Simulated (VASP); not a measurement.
# Sc (I4/mmm) in VASP: notebook, part 2 of 2

VASP 6.6.1. The steps go on from the part before.

### 3 Single point, PBE

This run uses another cell than the first one, of the same volume but with other edges.

Input file INCAR:

```
SYSTEM = Sc
  ALGO = Fast
  EDIFF = 1E-7
  ENCUT = 520
  GGA = PE
  ISIF = 2
  ISMEAR = 0
  LASPH = .True.
  LCHARG = .False.
  LREAL = .False.
  LWAVE = .False.
  NBANDS = 12
  NELM = 100
  PREC = Accurate
  SIGMA = 0.15
```

Input file KPOINTS:

```
k-points
0
Gamma
  20 20 20
  0 0 0
```

Input file POSCAR:

```
Sc
1.0
    0.0000000000      2.0228873710      2.8603627426
    2.0228873710      0.0000000000      2.8603627426
    2.0228873710      2.0228873710      0.0000000000
Sc
1
Direct
    0.0000000000      0.0000000000      0.0000000000
```

Potentials or basis: VASP PAW PBE potentials, release 64 (Sc_sv).

The run is started by

```bash
> cat potpaw_PBE.64/Sc_sv/POTCAR > POTCAR
> mpirun -np 1 vasp_std > vasp.out
```

OUTCAR:

```text
SYSTEM = Sc
   EDIFF = 1E-7
   ENCUT = 520
   GGA = PE
   ISIF = 2
   ISMEAR = 0
   LASPH = .True.
   LREAL = .False.
   NELM = 100
   PREC = Accurate

 ion  position               nearest neighbor table
   1  0.000  0.000  0.000-

  LATTYP: Found a body centered tetragonal cell.
 ALAT       =     2.8607947552
 C/A-ratio  =     1.9996979772

  Lattice vectors:

 A1 = (  -2.0228873710,   0.0000000000,   2.8603627426)
 A2 = (   2.0228873710,   0.0000000000,   2.8603627426)
 A3 = (   0.0000000000,   2.0228873710,  -2.8603627426)

Analysis of symmetry for initial positions (statically):
=====================================================================
 Subroutine PRICEL returns:
 Original cell was already a primitive cell.

 Routine SETGRP: Setting up the symmetry group for a
 body centered tetragonal supercell.

 Subroutine GETGRP returns: Found 16 space group operations
 (whereof 16 operations were pure point group operations)
 out of a pool of 16 trial point group operations.

The static configuration has the point symmetry D_4h.

Analysis of symmetry for dynamics (positions and initial velocities):
=====================================================================
 Subroutine PRICEL returns:
 Original cell was already a primitive cell.

 Routine SETGRP: Setting up the symmetry group for a
 body centered tetragonal supercell.

 Subroutine GETGRP returns: Found 16 space group operations
 (whereof 16 operations were pure point group operations)
 out of a pool of 16 trial point group operations.

The dynamic configuration has the point symmetry D_4h.

 Subroutine INISYM returns: Found 16 space group operations
 (whereof 16 operations are pure point group operations),
 and found     1 'primitive' translations

----------------------------------------------------------------------------------------

                                     Primitive cell

  volume of cell :      23.4096

  direct lattice vectors                    reciprocal lattice vectors
     0.000000000  2.022887371  2.860362743    -0.247171448  0.247171448  0.174803004
     2.022887371  0.000000000  2.860362743     0.247171448 -0.247171448  0.174803004
     2.022887371  2.022887371  0.000000000     0.247171448  0.247171448 -0.174803004

  length of vectors
     3.503390977  3.503390977  2.860794755     0.390824180  0.390824180  0.390824180

  position of ions in fractional coordinates (direct lattice)
     0.000000000  0.000000000  0.000000000

  ion indices of the primitive-cell ions
   primitive index   ion index
                 1           1

----------------------------------------------------------------------------------------

 KPOINTS: k-points

Automatic generation of k-mesh.
 Grid dimensions read from file:
 generate k-points for:   20   20   20

 Generating k-lattice:

  Cartesian coordinates                     Fractional coordinates (reciprocal lattice)
    -0.012358572  0.012358572  0.008740150     0.050000000 -0.000000000  0.000000000
     0.012358572 -0.012358572  0.008740150    -0.000000000  0.050000000  0.000000000
     0.012358572  0.012358572 -0.008740150     0.000000000  0.000000000  0.050000000

  Length of vectors
     0.019541209  0.019541209  0.019541209

  Shift w.r.t. Gamma in fractional coordinates (k-lattice)
     0.000000000  0.000000000  0.000000000

 Subroutine IBZKPT returns following result:
 ===========================================

 Found    641 irreducible k-points:

 Following reciprocal coordinates:
            Coordinates               Weight
  0.000000  0.000000  0.000000      1.000000
  0.050000 -0.000000  0.000000      8.000000
  0.100000 -0.000000  0.000000      8.000000
  0.150000  0.000000  0.000000      8.000000
  0.200000 -0.000000  0.000000      8.000000
  0.250000  0.000000  0.000000      8.000000
[... 16 lines left out ...]
 -0.400000  0.050000  0.000000      8.000000
 -0.350000  0.050000  0.000000      8.000000
 [... further k-points ...]
   k-points           NKPTS =    641   k-points in BZ     NKDIM =    641   number of bands    NBANDS=     12
   number of dos      NEDOS =    301   number of ions     NIONS =      1
   total plane-waves  NPLWV =  18816
   dimension x,y,z NGX =    28 NGY =   28 NGZ =   24
   dimension x,y,z NGXF=    56 NGYF=   56 NGZF=   48
   ions per type =               1
   NGX,Y,Z   is equivalent  to a cutoff of  13.29, 13.29, 13.95 a.u.
   NGXF,Y,Z  is equivalent  to a cutoff of  26.57, 26.57, 27.89 a.u.
 SYSTEM =  Sc
   PREC   = accura    normal or accurate (medium, high low for compatibility)
   ISTART =      0    job   : 0-new  1-cont  2-samecut
   ICHARG =      2    charge: 1-file 2-atom 10-const
   ISPIN  =      1    spin polarized calculation?
   LNONCOLLINEAR =      F non collinear calculations
   LSORBIT =      F    spin-orbit coupling
   LASPH  =      T    aspherical Exc in radial PAW
   ENCUT  =  520.0 eV  38.22 Ry    6.18 a.u.   6.51  6.51  5.32*2*pi/ulx,y,z
   NELM   =    100;   NELMIN=  2; NELMDL= -5     # of ELM steps
   EDIFF  = 0.1E-06   stopping-criterion for ELM
   LREAL  =      F    real-space projection
   EDIFFG = 0.1E-05   stopping-criterion for IOM
   NSW    =      0    number of steps for IOM
   IBRION =     -1    ionic relax: 0-MD 1-quasi-New 2-CG
   NFREE  =      0    steps in history (QN), initial steepest desc. (CG)
   ISIF   =      2    stress and relaxation
   ISYM   =      2    0-nonsym 1-usesym 2-fastsym
   POTIM  = 0.5000    time-step for ionic-motion
   TEBEG  =    0.0;   TEEND  =   0.0 temperature during run
   PSTRESS=    0.0 pullay stress
   NELECT =      11.0000    total number of electrons
   NUPDOWN=      -1.0000    fix difference up-down
   EMIN   =  10.00;   EMAX   =-10.00  energy-range for DOS
   EFERMI =   0.00;   METHOD = LEGACY
   ISMEAR =     0;   SIGMA  =   0.15  broadening in eV -4-tet -1-fermi 0-gaus
   EFERMI_NEDOS =   21; number of points for ismear=-14 and -15
   IALGO  =     68    algorithm
   IMIX   =      4    mixing-type and parameters
     AMIX     =   0.40;   BMIX     =  1.00
     AMIX_MAG =   1.60;   BMIX_MAG =  1.00
  volume/ion in A,a.u.               =      23.41       157.98
  Fermi-wavevector in a.u.,A,eV,Ry     =   1.272744  2.405136 22.039751  1.619876
  Thomas-Fermi vector in A             =   2.405605
   LORBIT       =      0    0 simple, 1 ext, 2 COOP (PROOUT), +10 PAW based schemes
   GGA     = PE    functional components
   LHFCALC =     F    Hartree Fock is set to
   AEXX    =    0.0000 exact exchange contribution
   IVDW    =     0    specifies the selected vdW correction
   LEPSILON=     F    determine dielectric tensor
   LRPA    =     F    only Hartree local field effects (RPA)
 non-spin polarized calculation
 RMM-DIIS sequential band-by-band and
 Gauss-broadening in eV      SIGMA  =   0.15
  energy-cutoff  :      520.00
  volume of cell :       23.41
 maximum number of plane-waves:       656
 NGX is ok and might be reduce to    28

 number of electron      11.0000001 magnetization

 Free energy of the ion-electron system (eV)
  ---------------------------------------------------
  ext. energy  EPLUGINS =         0.00000000
  ---------------------------------------------------
  free energy    TOTEN  =        -5.96419405 eV

  energy without entropy =       -5.94216296  energy(sigma->0) =       -5.95317850

 E-fermi :   3.9869     XC(G=0): -10.0648

 val. band max:        3.9860191863   @ k =  -0.4500   0.2500   0.1000
 cond. band min:       3.9882490020   @ k =  -0.4000   0.3500   0.2500
 fundamental gap:      0.0022298156
 Fermi energy:         3.9869123046

 k-point     1 :       0.0000    0.0000    0.0000
  band No.  band energies     occupation
      1     -45.4305      2.00000
      2     -23.8248      2.00000
      3     -23.7169      2.00000
      4     -23.7169      2.00000
      5      -1.1725      2.00000
      6       4.1520      0.11966
      7       5.0770      0.00000
      8       6.8172      0.00000
      9       6.8172      0.00000
     10       8.2252      0.00000
     11      16.1502      0.00000
     12      18.3356      0.00000
[... 331 lines left out ...]
 k-point    24 :      -0.3500    0.0500    0.0000
  band No.  band energies     occupation
      1     -45.3335      2.00000
      2     -24.3651      2.00000
      3     -23.8503      2.00000
      4     -23.6759      2.00000
      5       1.8908      2.00000
      6       4.2330      0.02036
      7       4.7289      0.00000
      8       6.6862      0.00000
      9       7.6331      0.00000
     10       7.6833      0.00000
     11      12.6242      0.00000
     12      14.4667      0.00000

 [... further k-points ...]
[... 5 lines left out ...]
  --------------------------------------------------------------------------------------
  -------------------------------------------------------------------------------------
  Total        1.2351653      1.2351653     -1.2618080      0.0000000      0.0000000     -0.0000000
  in kB       84.5358934     84.5358934    -86.3593477      0.0000000      0.0000000     -0.0000000
  external PRESSURE =      27.5708131 kB  Pullay stress =       0.0000000 kB

 VOLUME and BASIS-vectors are now :
 -----------------------------------------------------------------------------
  energy-cutoff  :      520.00
  volume of cell :       23.41
      direct lattice vectors                 reciprocal lattice vectors
     0.000000000  2.022887371  2.860362743    -0.247171448  0.247171448  0.174803004
     2.022887371  0.000000000  2.860362743     0.247171448 -0.247171448  0.174803004
     2.022887371  2.022887371  0.000000000     0.247171448  0.247171448 -0.174803004

 POSITION                                       TOTAL-FORCE (eV/Angst)
 -----------------------------------------------------------------------------------
      0.00000      0.00000      0.00000         0.000000     -0.000000     -0.000000
 -----------------------------------------------------------------------------------
    total drift:                                0.000000     -0.000000     -0.000000

  FREE ENERGIE OF THE ION-ELECTRON SYSTEM (eV)
  ---------------------------------------------------
  free  energy   TOTEN  =        -5.9641940477 eV

  energy  without entropy=       -5.9421629559  energy(sigma->0) =       -5.95317850
```

stdout:

```text
POSCAR found type information on POSCAR Sc
 POSCAR found :  1 types and       1 ions
 scaLAPACK will be used
 LDA part: xc-table for (Slater+PW92), standard interpolation
 POSCAR, INCAR and KPOINTS ok, starting setup
 FFT: planning ... GRIDC
 FFT: planning ... GRID_SOFT
 FFT: planning ... GRID
 WAVECAR not read
 entering main loop
```

Run time: 2.1 min. Hardware: 1 thread of Intel Xeon Platinum 8488C (Sapphire Rapids), shared host; peak memory 0.29 GiB.

Results:

```
Free energy            : -5.9642 eV
Pressure               : 2.8 GPa
Band gap on the k mesh : none (metal or under the smearing width)
```

Stress tensor (GPa, compression positive):
```
 8.45  0.00  0.00
 0.00  8.45  0.00
 0.00  0.00 -8.64
```

Levels at points of the mesh, in eV from the Fermi level:
| k point | band 3 | band 4 | band 5 | band 6 | band 7 | band 8 |
| --- | --- | --- | --- | --- | --- | --- |
| (0.00, 0.00, 0.00) | -27.70 | -27.70 | -5.16 | 0.17 | 1.09 | 2.83 |
| (0.50, 0.00, 0.00) | -27.85 | -27.66 | -1.64 | 0.45 | 0.68 | 2.55 |
| (0.50, 0.50, 0.00) | -27.74 | -27.74 | -2.11 | -0.50 | -0.40 | 4.13 |
| (0.50, 0.00, 0.50) | -28.27 | -27.78 | -1.70 | -0.35 | 2.87 | 3.48 |

### 4 Single point, PBE

This run uses another cell than the first one, of the same volume but with other edges.

Input file INCAR:

```
  PREC = Accurate
  ENCUT = 520
  EDIFF = 1E-7
  ISMEAR = 0
  SIGMA = 0.15
  LREAL = F
  LASPH = T
  NELM = 100
  ALGO = Fast
  ISIF = 2
  LWAVE = F
  LCHARG = F
  GGA = PE
  NBANDS = 12
```

Input file KPOINTS:

```
regular mesh
0
Gamma
  20 20 20
```

Input file POSCAR:

```
Sc
1.0
    0.0000000000      2.3344911424      2.1477318510
    2.3344911424      0.0000000000      2.1477318510
    2.3344911424      2.3344911424      0.0000000000
Sc
1
Direct
    0.0000000000      0.0000000000      0.0000000000
```

The run is started by

```bash
> cat potpaw_PBE.64/Sc_sv/POTCAR > POTCAR
> mpirun -np 1 vasp_std > vasp.out
```

Wall time 94 s (1 thread of Intel Xeon Platinum 8488C (Sapphire Rapids), shared host); peak memory 0.28 GiB.

It converged, with:

```
Free energy            : -6.1918 eV
Pressure               : 3.0 GPa
Band gap on the k mesh : none (metal or under the smearing width)
```

Stress tensor (GPa, compression positive):
```
2.34 0.00 0.00
0.00 2.34 0.00
0.00 0.00 4.24
```

Levels at points of the mesh, in eV from the Fermi level:
| k point | band 2 | band 3 | band 4 | band 5 | band 6 | band 7 | band 8 | band 9 |
| --- | --- | --- | --- | --- | --- | --- | --- | --- |
| (0.00, 0.00, 0.00) | -27.70 | -27.70 | -27.70 | -5.29 | 1.50 | 1.50 | 2.01 | 2.77 |
| (0.50, 0.00, 0.00) | -28.17 | -27.78 | -27.73 | -1.83 | 0.33 | 1.20 | 1.86 | 3.91 |
| (0.50, 0.50, 0.00) | -28.14 | -27.91 | -27.91 | -1.57 | -0.85 | 2.99 | 4.06 | 4.32 |
| (0.50, 0.00, 0.50) | -28.14 | -27.88 | -27.81 | -1.68 | -0.60 | 1.69 | 4.01 | 4.10 |

### 5 Single point, PBE

This run uses another cell than the first one, of the same volume but with other edges.

Input file INCAR:

```
ALGO = Fast
EDIFF = 1E-6
ENCUT = 520
GGA = PE
ISIF = 2
ISMEAR = 0
LASPH = True
LCHARG = False
LREAL = False
LWAVE = False
NBANDS = 12
NELM = 100
PREC = Accurate
SIGMA = 0.15
```

Input file KPOINTS:

```
k-points
0
Gamma
  20 20 20
```

Input file POSCAR:

```
Sc
1.0
    0.0000000000      2.5486783803      1.8019156149
    2.5486783803      0.0000000000      1.8019156149
    2.5486783803      2.5486783803      0.0000000000
Sc
1
Direct
    0.0000000000      0.0000000000      0.0000000000
```

The run is started by

```bash
> cat potpaw_PBE.64/Sc_sv/POTCAR > POTCAR
> mpirun -np 1 vasp_std > vasp.out
```

It took 87 s on 1 thread of Intel Xeon Platinum 8488C (Sapphire Rapids), shared host; peak memory 0.29 GiB.

It converged, with:

```yaml
Free_energy: -6.1427 eV
Pressure: 3.6 GPa
Band_gap_on_the_k_mesh: none (metal or under the smearing width)
```

Levels at points of the mesh, in eV from the Fermi level:
| k point | band 3 | band 4 | band 5 | band 6 | band 7 | band 8 |
| --- | --- | --- | --- | --- | --- | --- |
| (0.00, 0.00, 0.00) | -27.84 | -27.84 | -5.34 | 1.52 | 1.52 | 1.52 |
| (0.50, 0.00, 0.00) | -27.99 | -27.84 | -1.86 | 0.26 | 0.55 | 2.99 |
| (0.50, 0.50, 0.00) | -28.16 | -28.16 | -1.35 | -1.35 | 4.10 | 4.10 |
| (0.50, 0.00, 0.50) | -27.99 | -27.84 | -1.86 | 0.27 | 0.55 | 2.99 |
